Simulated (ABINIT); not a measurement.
# Ir (P6_3/mmc) in ABINIT: reference runs

Reference runs on Ir: the cell as given and a disturbed copy.

Program: ABINIT 10.8.3 (patched build). These are calculated values, not measurements. Logs are shortened: lines on timing, memory, paths and dates and some standing lists are left out, and cuts for length are marked. The log counts tension as positive stress, the text compression.

## (1) Starting point

The structure is hexagonal, space group P6_3/mmc (No. 194). Conventional cell: a = 2.751 Å, b = 2.751 Å, c = 4.462 Å, α = 90.00°, β = 90.00°, γ = 120.00°. Ir (site symmetry -6m2) has 12 Ir at 2.74 to 2.75 Å as nearest neighbours.

This isn't the form of Ir at room conditions, which is fcc.

## (2) Single point, PBE

Contents of run.abi:

```
# Pseudopotentials
pp_dirpath "./"
pseudos "Ir.GGA_PBE-JTH.xml"

# Structure
acell 3*1.0
rprim
     5.1993506861     0.0000000000     0.0000000000
    -2.5996753431     4.5027697773     0.0000000000
     0.0000000000     0.0000000000     8.4325059887
ntypat 1
znucl 77
natom 2
typat 1 1
xred
     0.3333333333     0.6666666667     0.2500000000
     0.6666666667     0.3333333333     0.7500000000

# Plane-wave basis
ecut 16.0
pawecutdg 32.0

# k points
kptopt 1
ngkpt 11 11 6
nshiftk 1
shiftk 0.0 0.0 0.0

# Exchange and correlation
ixc 11

# Bands and occupations
nband 19
occopt 3
tsmear 0.05 eV

# SCF cycle
nstep 100
tolvrs 1.0e-9

# Output
iomode 3
prtwf 0
prtden 0
prteig 0
prtebands 0
enunit 2
```

Potentials or basis: JTH PAW PBE v2.0.

Started as:

```console
$ abinit run.abi > log 2>&1
```

run.abo:

```text
.Version 10.8.3 of ABINIT
 Symmetries : space group P6_3/m m c (#194); Bravais hP (primitive hexag.)
================================================================================
 Values of the parameters that define the memory need of the present run
     intxc =       0    ionmov =       0      iscf =      17    lmnmax =      18
     lnmax =       6     mgfft =      32  mpssoang =       3    mqgrid =    3001
     natom =       2  nloc_mem =       2    nspden =       1   nspinor =       1
    nsppol =       1      nsym =      24    n1xccc =       1    ntypat =       1
    occopt =       3   xclevel =       2
       mpw =         616          nfft =       12800          nkpt =          64
 PAW method is used; the additional fine FFT grid is defined by:
   mgfftf=        45    nfftf =     40500
================================================================================
================================================================================

--------------------------------------------------------------------------------
------------- Echo of variables that govern the present computation ------------
--------------------------------------------------------------------------------
 -outvars: echo values of preprocessed input variables --------
            acell      1.0000000000E+00  1.0000000000E+00  1.0000000000E+00 Bohr
              amu      1.92220000E+02
             ecut      1.60000000E+01 Hartree
           enunit           2
                       outvar_i_n : Printing only first  50 k-points.
              ixc          11
                       outvar_i_n : Printing only first  50 k-points.
         kptrlatt       11    0    0      0   11    0      0    0    6
          kptrlen      5.05950359E+01
            natom           2
            nband          19
            ngfft          20      20      32
          ngfftdg          30      30      45
             nkpt          64
            nstep         100
             nsym          24
           ntypat           1
                       prtocc : prtvol=0, do not print more k-points.
           occopt           3
        pawecutdg      3.20000000E+01 Hartree
         pawxcdev           0
           prtden           0
        prtebands           0
           prteig           0
            prtwf           0
            rprim      5.1993506861E+00  0.0000000000E+00  0.0000000000E+00
                      -2.5996753431E+00  4.5027697773E+00  0.0000000000E+00
                       0.0000000000E+00  0.0000000000E+00  8.4325059887E+00
          spgroup         194
           tolvrs      1.00000000E-09
           tsmear      1.83746611E-03 Hartree
            typat      1  1
           useylm           1
                       outvars : Printing only first  50 k-points.
           xangst     -1.7639049848E-11  1.5885087670E+00  1.1155724992E+00
                       1.3756889463E+00  7.9425438349E-01  3.3467174977E+00
            xcart     -3.3332973334E-11  3.0018465182E+00  2.1081264972E+00
                       2.5996753430E+00  1.5009232591E+00  6.3243794915E+00
             xred      3.3333333333E-01  6.6666666667E-01  2.5000000000E-01
                       6.6666666667E-01  3.3333333333E-01  7.5000000000E-01
            znucl       77.00000

================================================================================

 chkinp: Checking input parameters for consistency.

================================================================================
== DATASET  1 ==================================================================

--- !DatasetInfo
iteration_state: {dtset: 1, }
dimensions: {natom: 2, nkpt: 64, mband: 19, nsppol: 1, nspinor: 1, nspden: 1, mpw: 616, }
cutoff_energies: {ecut:  16.0, pawecutdg:  32.0, }
electrons: {nelect:   3.00000000E+01, charge:   0.00000000E+00, occopt:   3.00000000E+00, tsmear:   1.83746611E-03, }
meta: {optdriver: 0, ionmov: 0, optcell: 0, iscf: 17, paral_kgb: 0, }
...

 Exchange-correlation functional for the present dataset will be:
  GGA: Perdew-Burke-Ernzerhof functional - ixc=11
  J.P.Perdew, K.Burke, M.Ernzerhof, PRL 77, 3865 (1996)

 Real(R)+Recip(G) space primitive vectors, cartesian coordinates (Bohr,Bohr^-1):
 R(1)=  5.1993507  0.0000000  0.0000000  G(1)=  0.1923317  0.1110428  0.0000000
 R(2)= -2.5996753  4.5027698  0.0000000  G(2)=  0.0000000  0.2220855  0.0000000
 R(3)=  0.0000000  0.0000000  8.4325060  G(3)=  0.0000000  0.0000000  0.1185887
 Unit cell volume ucvol=  1.9741744E+02 bohr^3
 Angles (23,13,12)=  9.00000000E+01  9.00000000E+01  1.20000000E+02 degrees

 Coarse grid specifications (used for wave-functions):

 getcut: wavevector=  0.0000  0.0000  0.0000  ngfft=  20  20  32
         ecut(hartree)=     16.000   => boxcut(ratio)=   2.10750

 Fine grid specifications (used for densities):

 getcut: wavevector=  0.0000  0.0000  0.0000  ngfft=  30  30  45
         ecut(hartree)=     32.000   => boxcut(ratio)=   2.04907

--- Pseudopotential description ------------------------------------------------
- pspini: atom type   1  psp file is ./Ir.GGA_PBE-JTH.xml
 Pseudopotential format is: paw10
 basis_size (lnmax)=  6 (lmn_size= 18), orbitals=   0   0   1   1   2   2
 Spheres core radius: rc_sph= 2.51065676
 Shapefunction is SIN type: shapef(r)=[sin(pi*r/rshp)/(pi*r/rshp)]**2
 Radius for shape functions =  2.20407242
 Compensation charge density is not taken into account in XC energy/potential

   2.10343922E+03                                ecore*ucvol(ha*bohr**3)
--------------------------------------------------------------------------------

[... 7 lines left out ...]

     iter   Etot(hartree)      deltaE(h)  residm     nres2
 ETOT  1  -152.67460654150    -1.527E+02 9.725E+00 5.467E+00
 ETOT  2  -154.09347120780    -1.419E+00 1.345E-01 1.840E+00
 ETOT  3  -154.08958755883     3.884E-03 1.970E-01 4.095E-01
 ETOT  4  -154.08878232840     8.052E-04 1.716E-02 3.681E-02
 ETOT  5  -154.08916368331    -3.814E-04 1.227E-02 3.933E-03
 ETOT  6  -154.08921501458    -5.133E-05 1.254E-02 8.061E-04
 ETOT  7  -154.08922504615    -1.003E-05 9.400E-03 5.370E-05
 ETOT  8  -154.08922776074    -2.715E-06 3.683E-03 5.340E-05
 ETOT  9  -154.08922793180    -1.711E-07 3.269E-03 5.934E-07
 ETOT 10  -154.08922800822    -7.642E-08 3.822E-03 1.574E-07
 ETOT 11  -154.08922801933    -1.111E-08 3.223E-03 4.408E-09
 ETOT 12  -154.08922801968    -3.466E-10 2.249E-03 5.877E-10

 At SCF step   12       nres2   =  5.88E-10 < tolvrs=  1.00E-09 =>converged.

 Cartesian components of stress tensor (hartree/bohr^3)
  sigma(1 1)=  4.79993832E-05  sigma(3 2)=  0.00000000E+00
  sigma(2 2)=  4.79993844E-05  sigma(3 1)=  0.00000000E+00
  sigma(3 3)=  6.58934468E-05  sigma(2 1)=  5.99846007E-13

--- !ResultsGS
iteration_state: {dtset: 1, }
comment   : Summary of ground state results
lattice_vectors:
- [  5.1993507,   0.0000000,   0.0000000, ]
- [ -2.5996753,   4.5027698,   0.0000000, ]
- [  0.0000000,   0.0000000,   8.4325060, ]
lattice_lengths: [   5.19935,    5.19935,    8.43251, ]
lattice_angles: [ 90.000,  90.000, 120.000, ] # degrees, (23, 13, 12)
lattice_volume:   1.9741744E+02
convergence: {deltae: -3.466E-10, res2:  5.877E-10, residm:  2.249E-03, diffor: null, }
etotal    :  -1.54089228E+02
entropy   :   0.00000000E+00
fermie    :   5.37720994E-01
cartesian_stress_tensor: # hartree/bohr^3
- [  4.79993832E-05,   5.99846007E-13,   0.00000000E+00, ]
- [  5.99846007E-13,   4.79993844E-05,   0.00000000E+00, ]
- [  0.00000000E+00,   0.00000000E+00,   6.58934468E-05, ]
pressure_GPa:  -1.5877E+00
xred      :
- [  3.3333E-01,   6.6667E-01,   2.5000E-01, Ir]
- [  6.6667E-01,   3.3333E-01,   7.5000E-01, Ir]
cartesian_forces: # hartree/bohr
- [  5.17881056E-29,   2.69098890E-28,  -1.07145113E-21, ]
- [ -5.17881056E-29,  -2.69098890E-28,   1.07145113E-21, ]
force_length_stats: {min:   1.07145113E-21, max:   1.07145113E-21, mean:   1.07145113E-21, }
...

 Integrated electronic density in atomic spheres:
 ------------------------------------------------
 Atom  Sphere_radius  Integrated_density
    1        2.51066         13.54448920
    2        2.51066         13.54448920

================================================================================

 ----iterations are completed or convergence reached----

 Mean square residual over all n,k,spin=   74.772E-07; max=  22.493E-04
 reduced coordinates (array xred) for    2 atoms
       0.333333333333      0.666666666667      0.250000000000
       0.666666666667      0.333333333333      0.750000000000
 rms dE/dt=  5.2164E-21; max dE/dt=  9.0350E-21; dE/dt below (all hartree)
    1       0.000000000000     -0.000000000000      0.000000000000
    2       0.000000000000      0.000000000000     -0.000000000000

 cartesian coordinates (angstrom) at end:
    1     -0.00000000001764     1.58850876698229     1.11557249924896
    2      1.37568894634640     0.79425438349115     3.34671749774688

 cartesian forces (hartree/bohr) at end:
    1      0.00000000000000     0.00000000000000    -0.00000000000000
    2     -0.00000000000000    -0.00000000000000     0.00000000000000
 frms,max,avg= 6.1860260E-22 1.0714511E-21   0.000E+00  0.000E+00  0.000E+00 h/b

 cartesian forces (eV/Angstrom) at end:
    1      0.00000000000000     0.00000000000000    -0.00000000000000
    2     -0.00000000000000    -0.00000000000000     0.00000000000000
 frms,max,avg= 3.1809825E-20 5.5096233E-20   0.000E+00  0.000E+00  0.000E+00 e/A
 length scales=  1.000000000000  1.000000000000  1.000000000000 bohr
              =  0.529177210544  0.529177210544  0.529177210544 angstroms
 Fermi (or HOMO) energy (hartree) =   0.53772   Average Vxc (hartree)=  -0.48023
 Eigenvalues (hartree) for nkpt=  64  k points:
 kpt#   1, nband= 19, wtk=  0.00138, kpt=  0.0000  0.0000  0.0000 (reduced coord)
  -1.30516   -1.28227   -1.28227   -1.27910   -1.27848   -1.27848    0.13734    0.24949
   0.39999    0.40375    0.40375    0.42675    0.42675    0.45466    0.45466    0.50987
   0.54775    0.54775    0.73594
      occupation numbers for kpt#   1
   2.00000    2.00000    2.00000    2.00000    2.00000    2.00000    2.00000    2.00000
   2.00000    2.00000    2.00000    2.00000    2.00000    2.00000    2.00000    2.00000
   0.00850    0.00850    0.00000
 prteigrs : prtvol=0 or 1, do not print more k-points.

 Fermi (or HOMO) energy (eV) =  14.63213   Average Vxc (eV)= -13.06778
 Eigenvalues (   eV  ) for nkpt=  64  k points:
 kpt#   1, nband= 19, wtk=  0.00138, kpt=  0.0000  0.0000  0.0000 (reduced coord)
 -35.51527  -34.89231  -34.89231  -34.80602  -34.78929  -34.78929    3.73715    6.78904
  10.88424   10.98651   10.98651   11.61253   11.61253   12.37198   12.37198   13.87417
  14.90493   14.90494   20.02595
 prteigrs : prtvol=0 or 1, do not print more k-points.

--- !EnergyTerms
iteration_state     : {dtset: 1, }
comment             : Components of total free energy in Hartree
kinetic             :  1.92108506350464E+01
hartree             :  1.69957754436399E+01
xc                  : -7.19552659948240E+00
Ewald energy        : -1.40609788619466E+02
psp_core            :  1.06547792469041E+01
local_psp           : -6.79482890143296E+01
PAW spherical_terms :  1.48039079601790E+01
internal            : -1.54088290947509E+02
'-kT*entropy'       : -9.35521962794250E-04
total_energy        : -1.54089226469471E+02
total_energy_eV     : -4.19298145780523E+03
...

--- !EnergyTermsDC
iteration_state     : {dtset: 1, }
comment             : '"Double-counting" decomposition of free energy'
band_energy         : -8.49262586865436E+00
Ewald energy        : -1.40609788619466E+02
psp_core            :  1.06547792469041E+01
xc_dc               : -1.53812444460253E+01
PAW spherical_terms : -2.59412810474477E-01
internal            : -1.54088292497716E+02
'-kT*entropy'       : -9.35521962794250E-04
total_energy_dc     : -1.54089228019679E+02
total_energy_dc_eV  : -4.19298149998852E+03
...

--- !EnergyTermsWithPAWCore
iteration_state     : {dtset: 1, }
comment             : 'Components of total free energy, including PAW core contributions'
Total energy        : -3.56557727193072E+04
Total energy DC     : -3.56557727208574E+04
Total energy (eV)   : -9.70243003363981E+05
Total energy DC (eV): -9.70243003406165E+05
...

 Cartesian components of stress tensor (hartree/bohr^3)
  sigma(1 1)=  4.79993832E-05  sigma(3 2)=  0.00000000E+00
  sigma(2 2)=  4.79993844E-05  sigma(3 1)=  0.00000000E+00
  sigma(3 3)=  6.58934468E-05  sigma(2 1)=  5.99846007E-13

-Cartesian components of stress tensor (GPa)         [Pressure= -1.5877E+00 GPa]
- sigma(1 1)=  1.41219061E+00  sigma(3 2)=  0.00000000E+00
- sigma(2 2)=  1.41219064E+00  sigma(3 1)=  0.00000000E+00
- sigma(3 3)=  1.93865214E+00  sigma(2 1)=  1.76480788E-08

== END DATASET(S) ==============================================================
================================================================================

 -outvars: echo values of variables after computation  --------
            acell      1.0000000000E+00  1.0000000000E+00  1.0000000000E+00 Bohr
           etotal     -1.5408922802E+02
            fcart      5.1788105587E-29  2.6909889032E-28 -1.0714511340E-21
                      -5.1788105587E-29 -2.6909889032E-28  1.0714511340E-21
            rprim      5.1993506861E+00  0.0000000000E+00  0.0000000000E+00
                      -2.5996753431E+00  4.5027697773E+00  0.0000000000E+00
                       0.0000000000E+00  0.0000000000E+00  8.4325059887E+00
           strten      4.7999383234E-05  4.7999384354E-05  6.5893446802E-05
                       0.0000000000E+00  0.0000000000E+00  5.9984600723E-13
           xangst     -1.7639049848E-11  1.5885087670E+00  1.1155724992E+00
                       1.3756889463E+00  7.9425438349E-01  3.3467174977E+00
             xred      3.3333333333E-01  6.6666666667E-01  2.5000000000E-01
                       6.6666666667E-01  3.3333333333E-01  7.5000000000E-01
 Calculation completed.
```

It took 21 s on 1 thread of Arm Neoverse V2, shared host; peak memory 0.11 GiB.

Results:

```yaml
Free_energy: -4192.9815 eV
Pressure: -1.6 GPa
Band_gap_on_the_k_mesh: none (metal or under the smearing width)
Valence_electrons_inside_the_program's_atomic_spheres: Ir 13.54 (radii [1.3286] Å)
```

Spin-orbit coupling is left out, which matters for the levels of Ir.

## (3) Single point, PBE (atoms moved at random, drawn with an rms of 0.05 Å)

Contents of run.abi:

```
pp_dirpath "./"
pseudos "Ir.GGA_PBE-JTH.xml"

acell 2.7513778946 2.7513778946 4.46229 Angstrom
rprim
     1.0000000000     0.0000000000     0.0000000000
    -0.5000000000     0.8660254038     0.0000000000
     0.0000000000     0.0000000000     1.0000000000
ntypat 1
znucl 77
natom 2
typat 1 1
xcart
     0.0717016456     2.9777762119     2.1682586974
     2.4775581935     1.5536356840     6.2948572880
chkprim 0
chksymtnons 0
tolsym 1.0e-6

ecut 16.0
pawecutdg 32.0

kptopt 1
ngkpt 11 11 6
nshiftk 1
shiftk 0.0 0.0 0.0

ixc 11

nband 19
occopt 3
tsmear 0.05 eV

nstep 100
tolvrs 1.0e-9

iomode 3
prtwf 0
prteig 0
prtebands 0
enunit 2
prtden 1
prtvha 1
prtvclmb 1
prtpot 1
```

Potentials or basis: JTH PAW PBE v2.0.

Started as:

```console
$ abinit run.abi > log 2>&1
```

It took 1.7 min on 1 thread of Arm Neoverse V2, shared host; peak memory 0.23 GiB.

It converged, with:

- Free energy: -4192.9390 eV
- Pressure: -0.7 GPa
- Largest force: 0.796 eV/Å
- Band gap on the k mesh: none (metal or under the smearing width)

Forces in eV/Å, atoms in the order of the input:
```
Ir  -0.494  0.205 -0.589
Ir   0.494 -0.205  0.589
```

Stress tensor (GPa, compression positive):
```
-0.59 -0.77  1.20
-0.77 -1.33 -0.53
 1.20 -0.53 -0.28
```

Levels at points of the mesh, in eV from the Fermi level:
```
           k point  band 13  band 14  band 15  band 16  band 17  band 18
(0.00, 0.00, 0.00)    -2.91    -2.52    -1.92    -0.75    -0.09     0.59
(0.00, 0.00, 0.50)    -3.72    -3.67    -0.71    -0.45    -0.41    -0.26
```

Caveat: the atomic spheres overlap. Spin-orbit coupling is left out, which matters for the levels of Ir.
